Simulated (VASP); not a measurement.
# GaSb (F-43m) in VASP: band structure with PBE

Aim: the band structure of GaSb with PBE.

All numbers are computed with VASP 6.6.1; they aren't measurements. Logs are shortened: lines on timing, memory, paths and dates and some standing lists are left out, and cuts for length are marked.

**The experiment to reproduce.**

A printed reference work, data compilation reports, for a bulk crystal of GaSb at 4.2 K: band gap 0.811 eV (direct).

The results are compared with them further down.

## Step 1: Starting point

It takes space group F-43m (No. 216, cubic). Conventional cell: a = 6.217 Å, b = 6.217 Å, c = 6.217 Å, α = 90.00°, β = 90.00°, γ = 90.00°. Around Ga (site symmetry -43m) lie 4 Sb at 2.69 Å. Sb (site symmetry -43m) has 4 Ga at 2.69 Å as nearest neighbours.

## Step 2: Band structure, PBE

Contents of INCAR:

```
PREC = Accurate ; ENCUT = 520
EDIFF = 1E-7 ; ISMEAR = 0
SIGMA = 0.02 ; LREAL = False
LASPH = True ; NELM = 60
ALGO = Fast ; ISIF = 2
LWAVE = False ; LCHARG = False
GGA = PE ; AMIX = 0.2
```

Contents of KPOINTS:

```
regular mesh
0
Gamma
  10 10 10
```

Contents of POSCAR:

```
GaSb                                    
1.0
   -0.0000000000      3.1086011129      3.1086011129
    3.1086011129      0.0000000000      3.1086011129
    3.1086011129      3.1086011129      0.0000000000
  Ga              Sb            
     1     1
Direct
     0.0000000000000000    0.0000000000000000    0.0000000000000000
     0.2500000000000000    0.2500000000000000    0.2500000000000000
```

Contents of KPOINTS_OPT:

```
path GXWKGLUWLK,UX
15
line-mode
reciprocal
 0.0000000000  0.0000000000  0.0000000000  G
 0.5000000000  0.0000000000  0.5000000000  X

 0.5000000000  0.0000000000  0.5000000000  X
 0.5000000000  0.2500000000  0.7500000000  W

 0.5000000000  0.2500000000  0.7500000000  W
 0.3750000000  0.3750000000  0.7500000000  K

 0.3750000000  0.3750000000  0.7500000000  K
 0.0000000000  0.0000000000  0.0000000000  G

 0.0000000000  0.0000000000  0.0000000000  G
 0.5000000000  0.5000000000  0.5000000000  L

 0.5000000000  0.5000000000  0.5000000000  L
 0.6250000000  0.2500000000  0.6250000000  U

 0.6250000000  0.2500000000  0.6250000000  U
 0.5000000000  0.2500000000  0.7500000000  W

 0.5000000000  0.2500000000  0.7500000000  W
 0.5000000000  0.5000000000  0.5000000000  L

 0.5000000000  0.5000000000  0.5000000000  L
 0.3750000000  0.3750000000  0.7500000000  K

 0.6250000000  0.2500000000  0.6250000000  U
 0.5000000000  0.0000000000  0.5000000000  X
```

Potentials or basis: VASP PAW PBE potentials, release 64 (Ga_d, Sb).

The run is started by

```console
cat potpaw_PBE.64/Ga_d/POTCAR potpaw_PBE.64/Sb/POTCAR > POTCAR
mpirun -np 1 vasp_std > vasp.out
```

OUTCAR:

```text
PREC = Accurate
   ENCUT = 520
   EDIFF = 1E-7
   ISMEAR = 0
   LREAL = False
   LASPH = True
   NELM = 60
   ISIF = 2
   GGA = PE
   AMIX = 0.2

 ion  position               nearest neighbor table
   1  0.000  0.000  0.000-   2 2.69   2 2.69   2 2.69   2 2.69
   2  0.250  0.250  0.250-   1 2.69   1 2.69   1 2.69   1 2.69

  LATTYP: Found a face centered cubic cell.
 ALAT       =     6.2172022258

  Lattice vectors:

 A1 = (   0.0000000000,   3.1086011129,   3.1086011129)
 A2 = (   3.1086011129,   0.0000000000,   3.1086011129)
 A3 = (   3.1086011129,   3.1086011129,   0.0000000000)

Analysis of symmetry for initial positions (statically):
=====================================================================
 Subroutine PRICEL returns:
 Original cell was already a primitive cell.

 Routine SETGRP: Setting up the symmetry group for a
 face centered cubic supercell.

 Subroutine GETGRP returns: Found 24 space group operations
 (whereof 24 operations were pure point group operations)
 out of a pool of 48 trial point group operations.

The static configuration has the point symmetry T_d .

Analysis of symmetry for dynamics (positions and initial velocities):
=====================================================================
 Subroutine PRICEL returns:
 Original cell was already a primitive cell.

 Routine SETGRP: Setting up the symmetry group for a
 face centered cubic supercell.

 Subroutine GETGRP returns: Found 24 space group operations
 (whereof 24 operations were pure point group operations)
 out of a pool of 48 trial point group operations.

The dynamic configuration has the point symmetry T_d .

 Subroutine INISYM returns: Found 24 space group operations
 (whereof 24 operations are pure point group operations),
 and found     1 'primitive' translations

----------------------------------------------------------------------------------------

                                     Primitive cell

  volume of cell :      60.0793

  direct lattice vectors                    reciprocal lattice vectors
     0.000000000  3.108601113  3.108601113    -0.160844052  0.160844052  0.160844052
     3.108601113  0.000000000  3.108601113     0.160844052 -0.160844052  0.160844052
     3.108601113  3.108601113  0.000000000     0.160844052  0.160844052 -0.160844052

  length of vectors
     4.396225854  4.396225854  4.396225854     0.278590071  0.278590071  0.278590071

  position of ions in fractional coordinates (direct lattice)
     0.000000000  0.000000000  0.000000000
     0.250000000  0.250000000  0.250000000

  ion indices of the primitive-cell ions
   primitive index   ion index
[... 88 lines left out ...]
   EFERMI =   0.00;   METHOD = LEGACY
   ISMEAR =     0;   SIGMA  =   0.02  broadening in eV -4-tet -1-fermi 0-gaus
   EFERMI_NEDOS =   21; number of points for ismear=-14 and -15
   IALGO  =     68    algorithm
   IMIX   =      4    mixing-type and parameters
     AMIX     =   0.20;   BMIX     =  1.00
     AMIX_MAG =   0.80;   BMIX_MAG =  1.00
  volume/ion in A,a.u.               =      30.04       202.72
  Fermi-wavevector in a.u.,A,eV,Ry     =   1.095445  2.070091 16.326995  1.200000
  Thomas-Fermi vector in A             =   2.231769
   LORBIT       =      0    0 simple, 1 ext, 2 COOP (PROOUT), +10 PAW based schemes
   GGA     = PE    functional components
   LHFCALC =     F    Hartree Fock is set to
   AEXX    =    0.0000 exact exchange contribution
   IVDW    =     0    specifies the selected vdW correction
   LEPSILON=     F    determine dielectric tensor
   LRPA    =     F    only Hartree local field effects (RPA)
 non-spin polarized calculation
 RMM-DIIS sequential band-by-band and
 Gauss-broadening in eV      SIGMA  =   0.02
  energy-cutoff  :      520.00
  volume of cell :       60.08
 maximum number of plane-waves:      1639
 NGX is ok and might be reduce to    36
   NGX = 17   NGY = 17   NGZ = 17

 number of electron      17.9999991 magnetization

 Free energy of the ion-electron system (eV)
  ---------------------------------------------------
  ext. energy  EPLUGINS =         0.00000000
  ---------------------------------------------------
  free energy    TOTEN  =        -7.37158107 eV

  energy without entropy =       -7.37155022  energy(sigma->0) =       -7.37156565

 E-fermi :   4.3952     XC(G=0):  -8.8800

 val. band max:        4.3890858547   @ k =   0.0000   0.0000   0.0000
 cond. band min:       4.6964137552   @ k =   0.5000   0.0000   0.0000
 fundamental gap:      0.3073279005
 Fermi energy:         4.3951768554

 k-point     1 :       0.0000    0.0000    0.0000
  band No.  band energies     occupation
      1     -10.5563      2.00000
      2     -10.5563      2.00000
      3     -10.5563      2.00000
      4     -10.5136      2.00000
      5     -10.5136      2.00000
      6      -6.7621      2.00000
      7       4.0889      2.00000
      8       4.3891      1.33337
      9       4.3891      1.33331
     10       4.3891      1.33331
     11       7.1772      0.00000
     12       7.1772      0.00000
     13       7.1772      0.00000
[... 354 lines left out ...]
  band No.  band energies     occupation
      1     -10.5860      2.00000
      2     -10.5409      2.00000
      3     -10.5405      2.00000
      4     -10.5203      2.00000
      5     -10.5110      2.00000
      6      -5.2602      2.00000
      7      -1.0848      2.00000
      8       2.0583      2.00000
      9       2.3503      2.00000
     10       5.6700      0.00000
     11       6.6879      0.00000
     12      10.4027      0.00000
     13      10.9076      0.00000

 [... further k-points ...]

------------------------ aborting loop because EDIFF is reached ----------------------------------------

  FORCE on cell =-STRESS in cart. coord.  units (eV):
  Direction    XX          YY          ZZ          XY          YZ          ZX
  --------------------------------------------------------------------------------------
  -------------------------------------------------------------------------------------
  Total       -0.0061886     -0.0061886     -0.0061886      0.0000000      0.0000000     -0.0000000
  in kB       -0.1650352     -0.1650352     -0.1650352      0.0000000      0.0000000     -0.0000000
  external PRESSURE =      -0.1650352 kB  Pullay stress =       0.0000000 kB

 VOLUME and BASIS-vectors are now :
 -----------------------------------------------------------------------------
  energy-cutoff  :      520.00
  volume of cell :       60.08
      direct lattice vectors                 reciprocal lattice vectors
     0.000000000  3.108601113  3.108601113    -0.160844052  0.160844052  0.160844052
     3.108601113  0.000000000  3.108601113     0.160844052 -0.160844052  0.160844052
     3.108601113  3.108601113  0.000000000     0.160844052  0.160844052 -0.160844052

 POSITION                                       TOTAL-FORCE (eV/Angst)
 -----------------------------------------------------------------------------------
      0.00000      0.00000      0.00000         0.000000      0.000000      0.000000
      1.55430      1.55430      1.55430        -0.000000     -0.000000     -0.000000
 -----------------------------------------------------------------------------------
    total drift:                                0.000001      0.000001      0.000001

  FREE ENERGIE OF THE ION-ELECTRON SYSTEM (eV)
  ---------------------------------------------------
  free  energy   TOTEN  =        -7.3715810717 eV

  energy  without entropy=       -7.3715502193  energy(sigma->0) =       -7.37156565
```

It took 100 s on 1 thread of Intel Xeon Platinum 8375C at 2.90GHz (Ice Lake), shared host; peak memory 0.25 GiB.

What came out:

* Free energy: -7.3716 eV
* Pressure: 0.0 GPa
* Band gap along the path: none (metal or under the smearing width)

Levels at the corners of the path, in eV from the Fermi level:
```tsv
point	band 6	band 7	band 8	band 9	band 10	band 11	band 12	band 13
Γ	-11.16	-0.31	-0.01	-0.01	-0.01	2.78	2.78	2.78
X	-8.89	-6.60	-2.42	-2.42	0.95	1.33	8.36	8.36
X	-8.89	-6.60	-2.42	-2.42	0.95	1.33	8.36	8.36
W	-8.86	-6.49	-3.14	-2.92	3.50	4.29	4.30	4.75
W	-8.86	-6.49	-3.14	-2.92	3.50	4.29	4.30	4.75
K	-8.96	-6.44	-3.38	-2.06	1.44	3.80	6.39	6.62
K	-8.96	-6.44	-3.38	-2.06	1.44	3.80	6.39	6.62
Γ	-11.16	-0.31	-0.01	-0.01	-0.01	2.78	2.78	2.78
Γ	-11.16	-0.31	-0.01	-0.01	-0.01	2.78	2.78	2.78
L	-9.65	-6.14	-1.08	-1.08	0.30	3.74	3.74	6.49
L	-9.65	-6.14	-1.08	-1.08	0.30	3.74	3.74	6.49
U	-8.96	-6.44	-3.38	-2.06	1.44	3.80	6.39	6.62
U	-8.96	-6.44	-3.38	-2.06	1.44	3.80	6.39	6.62
W	-8.86	-6.49	-3.14	-2.92	3.50	4.29	4.30	4.75
W	-8.86	-6.49	-3.14	-2.92	3.50	4.29	4.30	4.75
L	-9.65	-6.14	-1.08	-1.08	0.30	3.74	3.74	6.49
L	-9.65	-6.14	-1.08	-1.08	0.30	3.74	3.74	6.49
K	-8.96	-6.44	-3.38	-2.06	1.44	3.80	6.39	6.62
U	-8.96	-6.44	-3.38	-2.06	1.44	3.80	6.39	6.62
X	-8.89	-6.60	-2.42	-2.42	0.95	1.33	8.36	8.36
```

Caveat: spin-orbit coupling is left out, which moves the levels of the heavy elements; this crystal is a semiconductor, whose small gap the functional closes, so the metal is an error of the method.

## Step 3: Comparison with measurements

Step 2. Measured gap of GaSb: 0.811 eV (direct; 4.2 K; a printed reference work, data compilation). This calculation gives 0.00 eV (-0.81 eV). Spin-orbit coupling on Ga, Sb is left out. The value is that of PBE, without temperature or zero-point motion. Semilocal functionals fall short of measured gaps as a rule.
